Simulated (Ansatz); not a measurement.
Crystal: BaTiO3.

```
CELL_PARAMETERS angstrom
3.99980 0.00000 0.00000
0.00000 3.99980 0.00000
0.00000 0.00000 4.01800
ATOMIC_POSITIONS crystal
Ba 0.00000 0.00000 0.00000
Ti 0.50000 0.50000 0.49000
O 0.00000 0.50000 0.51700
O 0.50000 0.00000 0.51700
O 0.50000 0.50000 0.01900
```

- Program: Ansatz 0.2.0
- Task: relaxation of cell and atoms
- Functional: revPBE
- Dispersion: D3(BJ)
- Potentials or basis: Ansatz PAW
- Cutoff: 420 eV (not typed: the program's choice for these potentials)
- k mesh: 7 × 7 × 7
- Occupations: fermi-dirac, width 0.05 eV
- Spin: no spin polarisation

At the start: volume 12.86 Å³/atom.

Task: Where does the relaxation end?

Result: It ends after 10 steps and the volume is 12.94 Å³/atom (+0.6 %); space group P4mm (No. 99, to 0.05 Å).

Step by step:
| step | energy change (eV) | largest force (eV/Å) | volume (Å³) |
| --- | --- | --- | --- |
| 1 | 0.0000 | 0.2993 | 64.28 |
| 2 | -0.0042 | 0.1503 | 64.08 |
| 3 | -0.0053 | 0.2173 | 64.08 |
| 4 | -0.0069 | 0.2070 | 64.12 |
| 5 | -0.0051 | 0.3891 | 64.81 |
| 6 | -0.0111 | 0.0295 | 64.73 |
| 7 | -0.0116 | 0.0045 | 64.62 |
| 8 | -0.0132 | 0.0045 | 64.62 |
| 9 | -0.0131 | 0.0010 | 64.68 |
| 10 | -0.0133 | 0.0010 | 64.68 |

Final structure:
```
CELL_PARAMETERS angstrom
3.97563 0.00000 0.00000
0.00000 3.97563 0.00000
0.00000 0.00000 4.09251
ATOMIC_POSITIONS crystal
Ba 0.00000 0.00000 0.99651
Ti 0.50000 0.50000 0.47932
O 0.00000 0.50000 0.51813
O 0.50000 0.00000 0.51813
O 0.50000 0.50000 0.03091
```

Caveat: the plane-wave basis is chosen anew once the cell has moved, so the energies of steps on either side of that aren't comparable; the pressure holds a Pulay correction of +0.5 GPa for the finite cutoff; the PAW data sets come from PBE, with cores solved anew for the run's functional, which leaves a small shift of forces and pressure.
